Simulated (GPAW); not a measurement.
The system is MoP.

```xyz
2
Lattice="3.2230 0.0000 0.0000 -1.6115 2.7912 0.0000 0.0000 0.0000 3.1910" Properties=species:S:1:pos:R:3 pbc="T T T"
Mo    0.0000    0.0000    0.0000
P     0.0000    1.8608    1.5955
```

* Program: GPAW 26.7.0
* Task: relaxation of cell and atoms
* Functional: PBEsol
* Dispersion: D3(BJ)
* Potentials or basis: PAW data sets generated in the run's folder for this functional
* Cutoff: 600 eV
* Basis: pw
* k mesh: 7 × 7 × 6
* Occupations: fermi-dirac, width 0.05 eV
* Spin: no spin polarisation

At the start: pressure -9.9 GPa; volume 14.35 Å³/atom.

Question: How do energy, volume and symmetry change on relaxing?

Answer: Over 5 steps the energy falls by 18.9 meV/atom and the volume is 13.77 Å³/atom (-4.1 %); space group P-6m2 (No. 187, to 0.05 Å).

The path:
```csv
step,energy change (eV),largest force (eV/Å),pressure (GPa),volume (Å³)
1,0.0000,0.0000,-9.89,28.71
2,-0.0263,0.0000,-5.62,28.17
3,-0.0375,0.0000,0.25,27.50
4,-0.0376,0.0000,-0.03,27.53
5,-0.0378,0.0000,-0.20,27.54
```

Final structure:
```yaml
crystal:
  lattice:
    - [3.17842, 0.00000, 0.00000]
    - [-1.58921, 2.75259, 0.00000]
    - [0.00000, 0.00000, 3.14780]
  atoms:
    - { symbol: Mo, position: [0.00000, 0.00000, 0.00000] }
    - { symbol: P, position: [0.33333, 0.66667, 0.50000] }
```

Caveat: later steps reuse the first step's grids; pairwise dispersion overbinds metals, which lowers pressure and volume.
